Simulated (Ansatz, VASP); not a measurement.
**Al: VASP beside Ansatz**

Contents of INCAR:

```
  ALGO = Fast
  EDIFF = 1E-6
  ENCUT = 520
  ISIF = 2
  ISMEAR = 1
  LASPH = T
  LCHARG = T
  LELF = T
  LREAL = F
  LVHAR = T
  LWAVE = F
  NBANDS = 8
  NELM = 100
  PREC = Accurate
  SIGMA = 0.2
```

File KPOINTS:

```
k-points
0
Gamma
  24 24 24
```

The input POSCAR:

```
Al
1.0
   -1.6682175118      1.5921424462      1.5921424462
    1.5921424462     -1.6682175118      1.5921424462
    1.5921424462      1.5921424462     -1.6682175118
Al
1
Direct
    0.0000000000      0.0000000000      0.0000000000
```

Input for Ansatz:

```yaml
crystal:
  lattice:
    - [-1.6682175118, 1.5921424462, 1.5921424462]
    - [1.5921424462, -1.6682175118, 1.5921424462]
    - [1.5921424462, 1.5921424462, -1.6682175118]
  atoms:
    - { symbol: Al, position: [0.0, 0.0, 0.0] }
basis:
  ecutwfc: 420
kpoints:
  mp_grid: { grid: [24, 24, 24] }
hamiltonian:
  xc: lda
scf:
  occupations: { method: methfessel_paxton, width: 0.2 }
output:
  forces: true
  stress: true
  eigenvalues: true
```

Alike in both runs: task single point; functional LDA; k mesh 24 × 24 × 24; occupations methfessel-paxton of order 1, width 0.2 eV; no spin polarisation.

```csv
,VASP,Ansatz
version,VASP 6.6.1,Ansatz 0.2.0
potentials or method,"VASP PAW LDA potentials, release 64 (Al)","scalar-relativistic, plane waves, PAW"
plane-wave cutoff (eV),520,420
valence electrons in the cell,3,3
```

|  | VASP | Ansatz | Ansatz less VASP |
| --- | --- | --- | --- |
| gap on the k mesh at the Fermi level (eV) | none | none | - |
| pressure (GPa) | 1.2 | 1.1 | -0.08 |
| largest component of the traceless stress (GPa) | 2.76 | 2.74 | -0.019 |

A gap of «none» marks a metal or a gap that the smearing closes.
